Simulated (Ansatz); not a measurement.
# Ni: starts and ends of a spin-polarised SCF, part 2 of 3

Is Ni magnetic at this level, in which order, and do all starts find it? Single-point runs from several starts follow. System: Ni, its deposited structure (space group Fm-3m, primitive cell doubled); the cell holds 2 atoms. Source: COD entry 2100643; the sample's temperature and pressure aren't taken into account.

Ansatz 0.2.0; DFT HSE06, PAW, plane waves, scalar-relativistic.

## 3. No spin polarisation

input.yaml reads:

```yaml
crystal:
  lattice:
    - [0.0, 1.76575, 1.76575]
    - [3.5315, 0.0, 3.5315]
    - [1.76575, 1.76575, 0.0]
  atoms:
    - { symbol: Ni, position: [0.0, 0.0, 0.0] }
    - { symbol: Ni, position: [0.0, 0.5, 0.0] }
hamiltonian:
  xc: hse06
  pseudopotentials: { kind: paw }
basis:
  ecutwfc: 420
kpoints:
  mp_grid: { grid: [6, 3, 6] }
scf:
  occupations: { method: gaussian, width: 0.1 }
  lower_state_search: "off"
output:
  forces: true
  stress: true
  write_density: true
  write_potential: true
  elf: true
  volumetric_format: npy
```

The run is started by

```
ansatz run input.yaml --threads 4 --pin off --max-ram 10240MiB --backend cpu --events-out ev --progress --plain --runs-dir out
```

Log:

```text
[... 12 lines as in an earlier run ...]
Bands: 22, of which v1, the nominal top of the filled ones, is band 18 counted from 1 (17 counted from 0)
[... 7 lines as in an earlier run ...]
Initial density: superposition of atomic densities (neutral atoms: chi_scale 0, normalization atom), corrected by the library's trained network
[... 2 lines as in an earlier run ...]
SCF iter   1: F=—  HF=-11679.390159 eV  |F-HF|=—  |Δ(HF+E_count)|=         —  Δρ=1.33e-2  dr2=2.13e-2  ethr=1.77e-3  ⟨swp⟩=6.3  Hψ=1523  notcnv=0
preconditioner: auto → none  [metal: Δε(μ)=0.016 eV  Ē_g=8.334 eV  σ=0.100 eV  W_gap=0.09  n_scr=8 (ndim 8)  ℏωp=35.4 eV  f_vac=0.000  D(μ)=6.83/eV (n_scr^D=140)  sad-step TF]
SCF iter   2: F=—  HF=-11679.387147 eV  |F-HF|=—  |Δ(HF+E_count)|=   3.01e-3  Δρ=6.10e-3  dr2=5.03e-3  ethr=5.91e-5  ⟨swp⟩=2.2  Hψ=703  notcnv=0  defer=2
iter 3 solved again at ethr=1.27e-8 eV; its pass at ethr=1.40e-5 eV (dr2=4.56e-6 eV) is discarded
SCF iter   3: F=—  HF=-11679.386473 eV  |F-HF|=—  |Δ(HF+E_count)|=   6.74e-4  Δρ=2.76e-4  dr2=3.95e-6  ethr=1.27e-8  ⟨swp⟩=5.0  Hψ=2056  notcnv=0
eigensolver tolerance schedule: the retry pair's looser diagonalisation over-reported the residual by 0.15 of it (diagonalisation noise at 0.15 of the residual, at the tolerance the schedule requests for it); recorded, not acted on — ethr = c·dr2/N_el stays at c = 1.0e-1
SCF iter   4: F=—  HF=-11679.386491 eV  |F-HF|=—  |Δ(HF+E_count)|=   1.84e-5  Δρ=2.04e-4  dr2=3.48e-6  ethr=1.10e-8  ⟨swp⟩=3.0  Hψ=803  notcnv=0
SCF iter   5: F=—  HF=-11679.386495 eV  |F-HF|=—  |Δ(HF+E_count)|=   3.77e-6  Δρ=4.18e-5  dr2=2.23e-7  ethr=9.67e-9  ⟨swp⟩=3.0  Hψ=794  notcnv=0
SCF iter   6: F=—  HF=-11679.386495 eV  |F-HF|=—  |Δ(HF+E_count)|=   1.62e-8  Δρ=8.31e-6  dr2=7.09e-9  ethr=6.20e-10  ⟨swp⟩=3.3  Hψ=688  notcnv=0
SCF iter   7: F=-11679.386495 eV  HF=-11679.386495 eV  |F-HF|=9.09e-12  |Δ(HF+E_count)|=  4.18e-11  Δρ=1.53e-6  dr2=2.39e-10  ethr=1.97e-11  ⟨swp⟩=3.2  Hψ=822  notcnv=0
SCF 1 converged in 7 iterations: F = -11679.386495 eV  dr2 = 2.39e-10
Initial density: handed on by an earlier stage of this run
Initial wavefunctions: those handed on with the density
[... 2 lines as in an earlier run ...]
Frozen-core exchange: fock
iter 1 solved again at ethr=1.30e-3 eV; its pass at ethr=1.00e-1 eV (dr2=4.68e-1 eV) is discarded
SCF iter   1: F=—  HF=-11674.646071 eV  |F-HF|=—  |Δ(HF+E_count)|=         —  Δρ=6.24e-2  dr2=5.50e-1  ethr=1.30e-3  ⟨swp⟩=2.1  Hψ=1410  notcnv=0
preconditioner: auto → none  [insulator: Δε(μ)=0.143 eV  Ē_g=10.587 eV  σ=0.100 eV  W_gap=0.51  n_scr=8 (ndim 8)  ℏωp=35.4 eV  f_vac=0.000  D(μ)=6.08/eV (n_scr^D=128)]
SCF iter   2: F=—  HF=-11674.689386 eV  |F-HF|=—  |Δ(HF+E_count)|=   4.33e-2  Δρ=4.61e-2  dr2=2.33e-1  ethr=1.30e-3  ⟨swp⟩=3.5  Hψ=926  notcnv=0
SCF iter   3: F=—  HF=-11674.606265 eV  |F-HF|=—  |Δ(HF+E_count)|=   8.31e-2  Δρ=1.34e-2  dr2=3.14e-2  ethr=6.04e-4  ⟨swp⟩=3.1  Hψ=884  notcnv=0
SCF iter   4: F=—  HF=-11674.619674 eV  |F-HF|=—  |Δ(HF+E_count)|=   1.34e-2  Δρ=2.80e-3  dr2=1.30e-3  ethr=5.92e-5  ⟨swp⟩=3.2  Hψ=763  notcnv=0
SCF iter   5: F=—  HF=-11674.621638 eV  |F-HF|=—  |Δ(HF+E_count)|=   1.96e-3  Δρ=1.17e-3  dr2=1.86e-4  ethr=7.58e-7  ⟨swp⟩=4.0  Hψ=1005  notcnv=0
SCF iter   6: F=-11674.621875 eV  HF=-11674.621877 eV  |F-HF|=2.76e-6  |Δ(HF+E_count)|=   2.39e-4  Δρ=1.44e-4  dr2=2.05e-6  ethr=1.69e-7  ⟨swp⟩=4.0  Hψ=898  notcnv=0
SCF 2 stopped early in 6 iterations: F = -11674.621875 eV  dr2 = 2.05e-6
hybrid outer 1: dexx = +1.281e-1 eV, tail = 4.51e-4 eV
[... 1 line as in an earlier run ...]
Frozen-core exchange: fock
SCF iter   1: F=—  HF=-11674.623369 eV  |F-HF|=—  |Δ(HF+E_count)|=         —  Δρ=2.61e-4  dr2=1.11e-5  ethr=6.27e-6  ⟨swp⟩=3.1  Hψ=726  notcnv=0
preconditioner: auto → none  [insulator: Δε(μ)=0.199 eV  Ē_g=10.086 eV  σ=0.100 eV  W_gap=0.84  n_scr=8 (ndim 8)  ℏωp=35.4 eV  f_vac=0.000  D(μ)=1.99/eV (n_scr^D=28)]
SCF iter   2: F=—  HF=-11674.623385 eV  |F-HF|=—  |Δ(HF+E_count)|=   1.55e-5  Δρ=1.11e-4  dr2=9.39e-7  ethr=2.87e-8  ⟨swp⟩=4.1  Hψ=1172  notcnv=0
SCF iter   3: F=—  HF=-11674.623385 eV  |F-HF|=—  |Δ(HF+E_count)|=   1.78e-7  Δρ=4.47e-5  dr2=2.83e-7  ethr=2.23e-9  ⟨swp⟩=3.1  Hψ=961  notcnv=0
SCF iter   4: F=—  HF=-11674.623385 eV  |F-HF|=—  |Δ(HF+E_count)|=   5.20e-8  Δρ=1.54e-5  dr2=2.86e-8  ethr=7.78e-10  ⟨swp⟩=2.3  Hψ=680  notcnv=0
SCF iter   5: F=-11674.623385 eV  HF=-11674.623385 eV  |F-HF|=5.57e-10  |Δ(HF+E_count)|=  9.82e-11  Δρ=5.14e-6  dr2=2.10e-9  ethr=7.43e-11  ⟨swp⟩=3.8  Hψ=849  notcnv=0  defer=1
SCF 3 converged in 5 iterations: F = -11674.623385 eV  dr2 = 2.10e-9
  Residual-converged pass: ⟨swp⟩=3.2  Hψ=884  notcnv=0  max |occ|·‖R‖ = 2.4e-6 eV (tolerance 2.4e-6 eV)  dr2=2.07e-9  dr2_onsite=1.15e-9  max |Δocc| = 3.5e-11
hybrid outer 2: dexx = +4.494e-6 eV, tail = 4.50e-7 eV, Δε = 8.19e-3 eV (about 4.16e-4 eV left of the loop's levels)
[... 1 line as in an earlier run ...]
Frozen-core exchange: fock
SCF iter   1: F=—  HF=-11674.623386 eV  |F-HF|=—  |Δ(HF+E_count)|=         —  Δρ=1.39e-5  dr2=3.20e-8  ethr=6.25e-9  ⟨swp⟩=4.1  Hψ=737  notcnv=0
preconditioner: auto → none  [insulator: Δε(μ)=0.199 eV  Ē_g=10.085 eV  σ=0.100 eV  W_gap=0.84  n_scr=8 (ndim 8)  ℏωp=35.4 eV  f_vac=0.000  D(μ)=1.99/eV (n_scr^D=28)]
SCF iter   2: F=—  HF=-11674.623386 eV  |F-HF|=—  |Δ(HF+E_count)|=   1.17e-8  Δρ=1.02e-5  dr2=7.18e-9  ethr=8.02e-11  ⟨swp⟩=3.8  Hψ=951  notcnv=0
SCF iter   3: F=-11674.623386 eV  HF=-11674.623386 eV  |F-HF|=9.04e-10  |Δ(HF+E_count)|=  5.48e-10  Δρ=4.54e-6  dr2=1.56e-9  ethr=1.73e-11  ⟨swp⟩=3.2  Hψ=916  notcnv=0
SCF 4 converged in 3 iterations: F = -11674.623386 eV  dr2 = 1.56e-9
  Residual-converged pass: ⟨swp⟩=2.6  Hψ=641  notcnv=0  max |occ|·‖R‖ = 2.4e-6 eV (tolerance 2.4e-6 eV)  dr2=1.55e-9  dr2_onsite=1.19e-9  max |Δocc| = 3.4e-13
hybrid outer 3: dexx = +1.822e-8 eV, tail = 5.63e-9 eV, Δε = 4.33e-4 eV (about 1.05e-4 eV left of the loop's levels), ΔF = 2.90e-29 eV/Å (tail 1.23e-29)
the last iteration of the SCF fills more bands at one k-point than at another: 16 at k=3 and 20 at k=4 (a band counts as filled where it holds over half of its capacity, the bands of one level by their mean; [...]
hybrid SCF converged: 3 outer / 14 inner (+7 warm-up), last move |dexx| = 1.82e-8 eV, tail = 5.63e-9 eV
Stability not checked: this state was not tested for a lower state beside it, because the functional holds exact exchange (a hybrid, or Hartree-Fock), whose exchange loop this test does not read (fock_operator; see scf.lower_state_search)
Free energy (F): -11674.623386 eV
Frozen-core exchange: fock
Harris-Foulkes:  -11674.623386 eV  (|F-HF|=9.02e-10)
Internal energy: -11674.613447 eV  (E = F + TS)
E sigma→0 (E₀):  -11674.618416 eV
Entropy (-TS):   -0.009939 eV (-4.970 meV/atom)
Fermi energy:    16.837635 eV
--- Per-component energies (eV) ---
  E_band       = -681.524389
  E_kinetic    = 569.086096
  E_local      = -6949.877252  (includes V_loc(G=0)·N_el)
  E_nonlocal   = 1286.838557
  E_hartree    = 2914.786177
  E_xc         = -136.031877
  E_vxc        = -173.603302  (∫ρ·V_xc dr)
  E_exx        = -190.418502  (= α·E_x^exact, valence–valence)
  E_paw        = -3111.477170  (= ΣΔE_a)
  E_vpaw       = -862.701690  (= ΣTr[D̂ρ^β])
  E_aug_tail   = 0.000944  (compensation charges beyond the density's cutoff)
  E_ewald      = -6057.087881
  E_core_change = -0.432539  (= ΣΔE_core)
  E_smearing   = -0.009939  (= −TS)
  E_closure    = 0.000000  (closes the sum)
  Σ components = -11674.623386   (vs F -11674.623386, Δ=0.00e0)
--- Forces (eV/Å), atoms counted from 1 ---
  atom   1  Ni     0.00000000     0.00000000    -0.00000000
  atom   2  Ni     0.00000000    -0.00000000     0.00000000
  max |Σ_I F_I| component: 6.73e-29 eV/Å
--- Stress (GPa, compression-positive) ---
       -9.968209       0.000024      -0.000024
        0.000024      -9.968209       0.000024
       -0.000024       0.000024      -9.968209
  P = ⅓ Tr σ = -9.9682 GPa (-99.682 kbar)
--- Band table (eV; the first three rows and the last of 16) ---
  k-point 0: bands = ["-91.3909", "-91.3522", "-50.2950", "-50.0741", "-50.0741", "-50.0314", "-50.0314", "-50.0314", "7.5974", "11.9098", "14.1923", "14.1923", "14.5470", "14.5470", "14.5470", "15.2167", "15.2167", "16.6263", "16.6263", "17.3569", "24.3958"]
  k-point 1: bands = ["-91.3814", "-91.3492", "-50.2697", "-50.1114", "-50.0967", "-50.0894", "-50.0420", "-50.0420", "8.7763", "12.4560", "13.6317", "14.3197", "14.6623", "14.6883", "14.6883", "14.8031", "15.2818", "15.2818", "16.7277", "19.5847", "25.5275"]
  k-point 2: bands = ["-91.3619", "-91.3430", "-50.2564", "-50.2278", "-50.1499", "-50.1203", "-50.0632", "-50.0632", "11.2733", "12.0890", "12.9274", "14.3858", "14.3858", "14.8360", "15.6077", "15.6381", "16.1111", "16.1111", "17.0379", "20.5826", "29.3116"]
  k-point 15: bands = ["-91.3429", "-91.3428", "-50.2394", "-50.2135", "-50.2098", "-50.1740", "-50.1127", "-50.1023", "12.8643", "12.9255", "13.2816", "13.3902", "14.2175", "14.5387", "15.1272", "15.1739", "16.6618", "16.9271", "23.1109", "23.2336", "25.2155"]
  guard bands above this table: 1 of the run's 22 bands, where the rule asks 2: the bands that hold charge and the lowest empty level above them stay in the table. The solve was not asked for them (output.publish_guard_bands: true or output.eigenvalues: true publishes all)
```

Run time: 12 s. Hardware: 4 threads of AMD EPYC (Zen 3), shared host; peak memory 0.56 GiB.

End: non-magnetic (no spin polarisation), no gap on the k-mesh. It lies 329 meV/atom above the lowest state so far (step 2).

Density in a lattice plane of the grid's cell (edges 4.99 and 2.50 Å, at 0.000 of the third edge), which holds Ni.

Ten even steps from ' ' (0.25 e/Å³) to '@' (60.91 e/Å³):
```
++++::                ::++++--..              ::
..::..                  ..::..                  
                                                
                                                
                                                
                                                
                                                
..                  ..::..                  ..::
++::              ..--++++::                ::++
@@**::              ::**@@**::              ::**
```
Columns run along the first of these edges and rows up along the second, over one cell in 24 and 10 even steps from the bottom left corner. Atoms in the plane (fractional): Ni at (0.00, 0.00), Ni at (0.50, 1.00).

ELF in the same plane.

Ten even steps from '0' (0.17) to '9' (0.73):
```
775200000024775200000024
343200010001343200010001
011100011000011100011000
000000011110000000011110
000000000000000000000000
001111000000001111000000
000011000111000011000111
310001000234310001000234
742000000257742000000257
984100000247974200000148
```
Columns run along the first of these edges and rows up along the second, over one cell in 24 and 10 even steps from the bottom left corner. Atoms in the plane (fractional): Ni at (0.00, 0.00), Ni at (0.50, 1.00).

Both are smooth fields of the valence electrons: close to the nuclei they are not physical.

## 4. Spin on, no moments given (the program may seed its own), plain SCF

input.yaml, as its differences from that of step 3:

```diff
@@ -25 +25,3 @@
   volumetric_format: npy
+magnetization:
+  spin_polarized: true
```

The run is started by

```
ansatz run input.yaml --threads 4 --pin off --max-ram 10240MiB --backend cpu --events-out ev --progress --plain --runs-dir out
```

Log, shortened:

```text
[... 2 lines as in an earlier run ...]
band count auto-derived: 24 (N_el = 36.0; filled up to band 18; 22 by the electrons, moments and atoms)
[... 21 lines as in an earlier run ...]
[...]
SCF iter   1: F=—  HF=-11677.867903 eV  |F-HF|=—  |Δ(HF+E_count)|=         —  Δρ=1.84e-1 (↑1.82e-1 ↓1.84e-1)  dr2=1.59e-2  dr2_m=6.73e0  M=2.623 μB ∫|m|=2.623 μB  ethr=2.12e-4  ⟨swp⟩=5.7  Hψ=2394  notcnv=0
[...]
Absolute magnetization: 2.0591 μB (∫|ρ↑−ρ↓|, with the PAW one-centre terms)
Spin contamination: 0.1232 ħ² per cell (⟨S²⟩ above its minimum at these occupations)
Per-site moments (μB) at R_I (Å): [(0.7741603417494292, 1.0300733840761207), (0.7741603417494292, 1.0300733840761207)]
Free energy (F): -11675.281267 eV
Frozen-core exchange: fock
[...]
E sigma→0 (E₀):  -11675.277865 eV
Entropy (-TS):   -0.006804 eV (-3.402 meV/atom)
Fermi energy:    17.790572 eV
[... 32 lines left out: energy terms, forces, stress, bands ...]
```

Wall time 25 s (4 threads of AMD EPYC (Zen 3), shared host); peak memory 0.58 GiB.

Nothing new: the 35 iterations lead to the state found in step 2 (ferromagnetic).

## 5. Parallel moments scaled by 0.03, plain SCF

input.yaml reads:

```yaml
crystal:
  lattice:
    - [0.0, 1.76575, 1.76575]
    - [3.5315, 0.0, 3.5315]
    - [1.76575, 1.76575, 0.0]
  atoms:
    - { symbol: Ni, position: [0.0, 0.0, 0.0], spin: 0.06 }
    - { symbol: Ni, position: [0.0, 0.5, 0.0], spin: 0.06 }
magnetization:
  spin_polarized: true
hamiltonian:
  xc: hse06
  pseudopotentials: { kind: paw }
basis:
  ecutwfc: 420
kpoints:
  mp_grid: { grid: [6, 3, 6] }
scf:
  occupations: { method: gaussian, width: 0.1 }
  lower_state_search: "off"
output:
  forces: true
  stress: true
```

The run is started by

```
ansatz run input.yaml --threads 4 --pin off --max-ram 10240MiB --backend cpu --events-out ev --progress --plain --runs-dir out
```

Log, shortened:

```text
[... 12 lines as in an earlier run ...]
Bands: 23, of which v1, the nominal top of the filled ones, is band 18 counted from 1 (17 counted from 0)
[... 9 lines as in an earlier run ...]
Starting moments: Σ|m| = 0.12 μB on 2 of 2 sites
[... 2 lines as in an earlier run ...]
[...]
Absolute magnetization: 2.0591 μB (∫|ρ↑−ρ↓|, with the PAW one-centre terms)
Spin contamination: 0.1232 ħ² per cell (⟨S²⟩ above its minimum at these occupations)
Per-site moments (μB) at R_I (Å): [(0.7741600642689636, 1.0300733840761207), (0.7741600642689636, 1.0300733840761207)]
Free energy (F): -11675.281267 eV
Frozen-core exchange: fock
[...]
E sigma→0 (E₀):  -11675.277865 eV
Entropy (-TS):   -0.006804 eV (-3.402 meV/atom)
Fermi energy:    17.790550 eV
[... 32 lines left out: energy terms, forces, stress, bands ...]
```

Wall time 28 s (4 threads of AMD EPYC (Zen 3), shared host); peak memory 0.57 GiB.

This is the state of step 2 again (ferromagnetic), after 45 iterations.

## 6. Moments ++ scaled by 1.4, plain SCF

input.yaml, as its differences from that of step 5:

```diff
@@ -6,4 +6,4 @@
   atoms:
-    - { symbol: Ni, position: [0.0, 0.0, 0.0], spin: 0.06 }
-    - { symbol: Ni, position: [0.0, 0.5, 0.0], spin: 0.06 }
+    - { symbol: Ni, position: [0.0, 0.0, 0.0], spin: 2.8 }
+    - { symbol: Ni, position: [0.0, 0.5, 0.0], spin: 2.8 }
 magnetization:
```

The run is started by

```
ansatz run input.yaml --threads 4 --pin off --max-ram 10240MiB --backend cpu --events-out ev --progress --plain --runs-dir out
```

Log, shortened:

```text
[... 12 lines as in an earlier run ...]
Bands: 25, of which v1, the nominal top of the filled ones, is band 18 counted from 1 (17 counted from 0)
[... 9 lines as in an earlier run ...]
Starting moments: Σ|m| = 5.6 μB on 2 of 2 sites
[... 2 lines as in an earlier run ...]
[...]
Absolute magnetization: 2.0591 μB (∫|ρ↑−ρ↓|, with the PAW one-centre terms)
Spin contamination: 0.1232 ħ² per cell (⟨S²⟩ above its minimum at these occupations)
Per-site moments (μB) at R_I (Å): [(0.7741608643323121, 1.0300733840761207), (0.7741608643323121, 1.0300733840761207)]
Free energy (F): -11675.281267 eV
Frozen-core exchange: fock
[...]
E sigma→0 (E₀):  -11675.277865 eV
Entropy (-TS):   -0.006804 eV (-3.402 meV/atom)
Fermi energy:    17.790566 eV
[... 32 lines left out: energy terms, forces, stress, bands ...]
```

Run time: 31 s. Hardware: 4 threads of AMD EPYC (Zen 3), shared host; peak memory 0.58 GiB.

The run ends in the same state as step 2 (ferromagnetic); it took 41 iterations.

(Part 2 of 3 ends here.)
